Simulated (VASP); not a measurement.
# BaTe (Pm-3m) in VASP: G0W0 quasiparticle levels with PBE

Aim: the G0W0 quasiparticle levels of BaTe with PBE.

All numbers are computed with VASP 6.6.1; they aren't measurements. Logs are shortened: lines on timing, memory, paths and dates and some standing lists are left out, and cuts for length are marked.

**1. The structure**

Symmetry: Pm-3m, No. 221, cubic system. The conventional cell has a = 4.262 Å, b = 4.262 Å, c = 4.262 Å, α = 90.00°, β = 90.00°, γ = 90.00°. Ba (site symmetry m-3m) is surrounded by 8 Te at 3.69 Å. Around Te (site symmetry m-3m) lie 8 Ba at 3.69 Å.

The cell comes from a database or a generator and needn't be the stable form of this composition.

**2. G0W0 quasiparticle levels, PBE**

File POSCAR:

```
BaTe
1.0
    4.2624660000      0.0000000000      0.0000000000
    0.0000000000      4.2624660000      0.0000000000
    0.0000000000      0.0000000000      4.2624660000
Ba Te
1 1
Direct
    0.0000000000      0.0000000000      0.0000000000
    0.5000000000      0.5000000000      0.5000000000
```

File INCAR.step1:

```
ALGO = Normal ; EDIFF = 1E-8
ENCUT = 450 ; GGA = PE
ISMEAR = 0 ; LASPH = T
LCHARG = F ; LREAL = F
LWAVE = T ; NELM = 100
PREC = Accurate ; SIGMA = 0.01
```

File INCAR.step2:

```
ALGO = Exact ; EDIFF = 1E-8
ENCUT = 450 ; GGA = PE
ISMEAR = 0 ; ISTART = 1
LASPH = T ; LCHARG = F
LOPTICS = T ; LREAL = F
LWAVE = T ; NBANDS = 210
NELM = 1 ; PREC = Accurate
SIGMA = 0.01
```

File INCAR.step3:

```
ALGO = EVGW0 ; EDIFF = 1E-8
ENCUT = 450 ; ENCUTGW = 110
GGA = PE ; ISMEAR = 0
ISTART = 1 ; LASPH = T
LCHARG = F ; LREAL = F
LWAVE = F ; NBANDS = 210
NBANDSGW = 16 ; NELMGW = 1
NOMEGA = 50 ; PREC = Accurate
PRECFOCK = Fast ; SIGMA = 0.01
```

File KPOINTS:

```
k-points
0
Gamma
  4 4 4
```

Potentials or basis: VASP PAW PBE potentials, release 64 (Ba_sv_GW, Te_GW).

The run is started by

```sh
> cat potpaw_PBE.64/Ba_sv_GW/POTCAR potpaw_PBE.64/Te_GW/POTCAR > POTCAR
> cp INCAR.step1 INCAR
> mpirun -np 1 vasp_std > vasp.out
> cp INCAR.step2 INCAR
> mpirun -np 1 vasp_std > vasp.out
> cp INCAR.step3 INCAR
> mpirun -np 1 vasp_std > vasp.out
```

OUTCAR:

```text
EDIFF = 1E-8
   ENCUT = 450
   ENCUTGW = 110
   GGA = PE
   ISMEAR = 0
   ISTART = 1
   LASPH = T
   LREAL = F
   NELMGW = 1
   PREC = Accurate
   PRECFOCK = Fast

 ion  position               nearest neighbor table
   1  0.000  0.000  0.000-
   2  0.500  0.500  0.500-

  LATTYP: Found a simple cubic cell.
 ALAT       =     4.2624660000

  Lattice vectors:

 A1 = (   4.2624660000,   0.0000000000,   0.0000000000)
 A2 = (   0.0000000000,   4.2624660000,   0.0000000000)
 A3 = (   0.0000000000,   0.0000000000,   4.2624660000)

Analysis of symmetry for initial positions (statically):
=====================================================================
 Subroutine PRICEL returns:
 Original cell was already a primitive cell.

 Routine SETGRP: Setting up the symmetry group for a
 simple cubic supercell.

 Subroutine GETGRP returns: Found 48 space group operations
 (whereof 48 operations were pure point group operations)
 out of a pool of 48 trial point group operations.

The static configuration has the point symmetry O_h .

Analysis of symmetry for dynamics (positions and initial velocities):
=====================================================================
 Subroutine PRICEL returns:
 Original cell was already a primitive cell.

 Routine SETGRP: Setting up the symmetry group for a
 simple cubic supercell.

 Subroutine GETGRP returns: Found 48 space group operations
 (whereof 48 operations were pure point group operations)
 out of a pool of 48 trial point group operations.

The dynamic configuration has the point symmetry O_h .

 Subroutine INISYM returns: Found 48 space group operations
 (whereof 48 operations are pure point group operations),
 and found     1 'primitive' translations

----------------------------------------------------------------------------------------

                                     Primitive cell

  volume of cell :      77.4431

  direct lattice vectors                    reciprocal lattice vectors
[... 46 lines left out ...]
  0.500000  0.000000  0.000000      3.000000
  0.250000  0.250000  0.000000     12.000000
  0.500000  0.250000  0.000000     12.000000
  0.500000  0.500000  0.000000      3.000000
  0.250000  0.250000  0.250000      8.000000
  0.500000  0.250000  0.250000     12.000000
  0.500000  0.500000  0.250000      6.000000
  0.500000  0.500000  0.500000      1.000000
   k-points           NKPTS =     10   k-points in BZ     NKDIM =     64   number of bands    NBANDS=    210
   number of dos      NEDOS =    301   number of ions     NIONS =      2
   total plane-waves  NPLWV =  27000
   dimension x,y,z NGX =    30 NGY =   30 NGZ =   30
   dimension x,y,z NGXF=    60 NGYF=   60 NGZF=   60
   ions per type =               1   1
   NGX,Y,Z   is equivalent  to a cutoff of  11.70, 11.70, 11.70 a.u.
   NGXF,Y,Z  is equivalent  to a cutoff of  23.40, 23.40, 23.40 a.u.
 SYSTEM =  unknown system
   PREC   = accura    normal or accurate (medium, high low for compatibility)
   ISTART =      1    job   : 0-new  1-cont  2-samecut
   ICHARG =      0    charge: 1-file 2-atom 10-const
   ISPIN  =      1    spin polarized calculation?
   LNONCOLLINEAR =      F non collinear calculations
   LSORBIT =      F    spin-orbit coupling
   LASPH  =      T    aspherical Exc in radial PAW
   ENCUT  =  450.0 eV  33.07 Ry    5.75 a.u.   7.37  7.37  7.37*2*pi/ulx,y,z
   NELM   =     60;   NELMIN=  2; NELMDL=  0     # of ELM steps
   EDIFF  = 0.1E-07   stopping-criterion for ELM
   LREAL  =      F    real-space projection
   EDIFFG = 0.1E-06   stopping-criterion for IOM
   NSW    =      0    number of steps for IOM
   IBRION =     -1    ionic relax: 0-MD 1-quasi-New 2-CG
   NFREE  =      0    steps in history (QN), initial steepest desc. (CG)
   ISIF   =      0    stress and relaxation
   ISYM   =      3    0-nonsym 1-usesym 2-fastsym
   POTIM  = 0.5000    time-step for ionic-motion
   TEBEG  =    0.0;   TEEND  =   0.0 temperature during run
   PSTRESS=    0.0 pullay stress
   NELECT =      16.0000    total number of electrons
   NUPDOWN=      -1.0000    fix difference up-down
   EMIN   =  10.00;   EMAX   =-10.00  energy-range for DOS
   EFERMI =   0.00;   METHOD = LEGACY
   ISMEAR =     0;   SIGMA  =   0.01  broadening in eV -4-tet -1-fermi 0-gaus
   EFERMI_NEDOS =   21; number of points for ismear=-14 and -15
   IALGO  =     38    algorithm
   IMIX   =      4    mixing-type and parameters
     AMIX     =   0.40;   BMIX     =  1.00
     AMIX_MAG =   1.60;   BMIX_MAG =  1.00
  volume/ion in A,a.u.               =      38.72       261.31
  Fermi-wavevector in a.u.,A,eV,Ry     =   0.967804  1.828884 12.743813  0.936644
  Thomas-Fermi vector in A             =   2.097720
   LORBIT       =      0    0 simple, 1 ext, 2 COOP (PROOUT), +10 PAW based schemes
   GGA     = PE    functional components
   LHFCALC =     T    Hartree Fock is set to
   PRECFOCK=fast      Normal, Fast or Accurate (Low or Medium for compatibility)
   ENCUT4O =  -1.0   cutoff for four orbital integrals eV
   NKREDX  =     1    reduce k-point grid by
   NKREDY  =     1    reduce k-point grid by
   NKREDZ  =     1    reduce k-point grid by
   AEXX    =    1.0000 exact exchange contribution
   HFSCREEN=    0.0000 screening length (either q_TF or 0.3 A-1)
   HFSCREENC=   0.0000 screening length for correlation (either q_TF or 0.3 A-1)
   ENCUTFOCK=  -1.0 apply spherical cutoff to Coloumb kernel
   IVDW    =     0    specifies the selected vdW correction
   LEPSILON=     F    determine dielectric tensor
   LRPA    =     F    only Hartree local field effects (RPA)
   LRPAFORCE           =     F    calculate RPA forces
   ENCUTGW             = 110.0    cutoff for response function in eV
   ENCUTGWSOFT         =  88.0    soft cutoff for Coulomb kernel in GW response function in eV
   ENCUTLF             =  -1.0    cutoff for local field effects
   NELMGW              =     1    number of iterations in solving QP/BSE equation
   NELMHF              =     1    number of iterations in the inner HF iteration
   NKREDLFX            =     1    NKREDLFY  =   1   NKREDLFZ  =   1
 non-spin polarized calculation
 Gauss-broadening in eV      SIGMA  =   0.01
  energy-cutoff  :      450.00
  volume of cell :       77.44
 maximum number of plane-waves:      1743
 NGX is ok and might be reduce to    30
  NGX = 16; NGY = 16; NGZ = 16
   NGX = 15   NGY = 15   NGZ = 15
 maximum number of plane-waves:       216

 QP shifts <psi_nk| G(iteration)W_0 |psi_nk>: iteration 1
 for sc-GW calculations column KS-energies equals QP-energies in previous step
 and V_xc(KS)=  KS-energies - (<T + V_ion + V_H > + <T+V_H+V_ion>^1  + <V_x>^1)

 k-point   1 :       0.0000    0.0000    0.0000
  band No.  KS-energies  QP-energies   sigma(KS)   V_xc(KS)     V^pw_x(r,r')   Z            occupation Imag(sigma)

      1     -22.9082     -23.3034     -15.8373     -15.1576     -24.3653       0.5814       2.0000       1.1653
      2      -7.9447      -9.0267     -15.4311     -13.8941     -18.9553       0.7040       2.0000       0.3414
      3      -7.9447      -9.0267     -15.4311     -13.8941     -18.9553       0.7040       2.0000       0.3414
      4      -7.9447      -9.0267     -15.4311     -13.8941     -18.9553       0.7040       2.0000       0.3414
      5      -5.1707      -5.7621     -11.8008     -10.9215     -17.0799       0.6726       2.0000       1.1087
      6       4.7816       4.1146     -11.3267     -10.4402     -12.5154       0.7525       2.0000       0.1260
[... 175 lines left out ...]
      2      -8.2117      -9.2845     -15.1549     -13.6191     -18.7319       0.6985       2.0000       0.3434
      3      -8.2117      -9.2845     -15.1549     -13.6191     -18.7319       0.6985       2.0000       0.3434
      4      -8.2117      -9.2845     -15.1549     -13.6191     -18.7319       0.6985       2.0000       0.3434
      5      -4.2482      -4.7845     -12.2344     -11.4626     -17.1041       0.6948       2.0000       0.9658
      6       2.3023       1.5211     -10.4140      -9.3397     -12.3569       0.7271       2.0000       0.2207
[... 8 lines left out ...]
     15      11.5350      12.2528     -10.2099     -11.1858      -4.9835       0.7355       0.0000      -0.4468
     16      11.5350      12.2528     -10.2099     -11.1858      -4.9835       0.7355       0.0000      -0.4468
```

OUTCAR.step1:

```text
EDIFF = 1E-8
   ENCUT = 450
   GGA = PE
   ISMEAR = 0
   LASPH = T
[... 355 lines left out ...]
 -----------------------------------------------------------------------------------
      0.00000      0.00000      0.00000         0.000000      0.000000      0.000000
      2.13123      2.13123      2.13123         0.000000      0.000000      0.000000
 -----------------------------------------------------------------------------------
    total drift:                                0.000000     -0.000000     -0.000000

  FREE ENERGIE OF THE ION-ELECTRON SYSTEM (eV)
  ---------------------------------------------------
  free  energy   TOTEN  =        -9.6574017506 eV

  energy  without entropy=       -9.6574017506  energy(sigma->0) =       -9.65740175
```

It took 5.4 min on 1 thread of Intel Xeon Platinum 8488C (Sapphire Rapids), shared host; peak memory 0.94 GiB.

Results:

```yaml
Band_gap_on_the_k_mesh_mean-field_level: 0.86 eV, indirect (least direct gap 1.06 eV)
Quasiparticle_gap: 1.67 eV
Least_direct_quasiparticle_gap: 1.86 eV
```

Levels at points of the mesh, in eV from the valence-band top:
```csv
k point,band 5,band 6,band 7,band 8,band 9,band 10,band 11,band 12
"(0.00, 0.00, 0.00)",-10.30,-0.35,-0.35,-0.35,0.86,0.86,2.43,4.61
"(0.50, 0.00, 0.00)",-9.56,-3.31,-0.80,-0.80,1.66,4.36,4.93,4.99
"(0.50, 0.50, 0.00)",-9.75,-1.99,-1.99,0.00,1.06,2.58,2.98,2.98
"(0.50, 0.50, 0.50)",-9.38,-2.83,-2.83,-2.83,4.73,4.73,4.73,6.33
```

Caveat: bands, screening cutoff and mesh are small and nothing is extrapolated, so the quasiparticle values aren't converged; spin-orbit coupling is left out, which moves the levels of the heavy elements. A k mesh can miss the band edges.
